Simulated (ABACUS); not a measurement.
The system is GaSb.

```xyz
2
Lattice="0.0000 3.0590 3.0590 3.0590 0.0000 3.0590 3.0590 3.0590 0.0000" Properties=species:S:1:pos:R:3 pbc="T T T"
Sb    4.5885    4.5885    4.5885
Ga    0.0000    0.0000    0.0000
```

```yaml
Program: ABACUS 3.10.1
Task: relaxation of cell and atoms
Functional: PBE
Potentials_or_basis: PseudoDojo NC SR 0.5 PBE stringent
Cutoff: 1551 eV
Density_cutoff: 6204 eV
Basis: DZP LCAO (the cutoffs set its grid)
k_mesh: 7 × 7 × 7
Occupations: fermi-dirac, width 0.05 eV
Spin: no spin polarisation
```

At the start: pressure 3.3 GPa; volume 28.62 Å³/atom.

Where does the relaxation end?

Over 3 steps the energy falls by 18.0 meV/atom and the volume is 30.56 Å³/atom (+6.8 %); space group F-43m (No. 216, to 0.05 Å).

Step by step:
```
step  energy change (eV)  largest force (eV/Å)  pressure (GPa)  volume (Å³)
   1              0.0000                0.0000            3.25        57.25
   2             -0.0317                0.0000           -0.99        62.47
   3             -0.0359                0.0000           -0.08        61.12
```

Final structure:
```
Sb Ga
1.0
     0.00000    3.12651    3.12651
     3.12651    0.00000    3.12651
     3.12651    3.12651    0.00000
Sb Ga
1 1
Direct
  0.75000 0.75000 0.75000
  0.00000 0.00000 0.00000
```

Caveat: the atomic orbitals were generated for these runs and aren't a published set; the basis of atomic orbitals isn't converged, which shifts pressures, moduli and gaps.
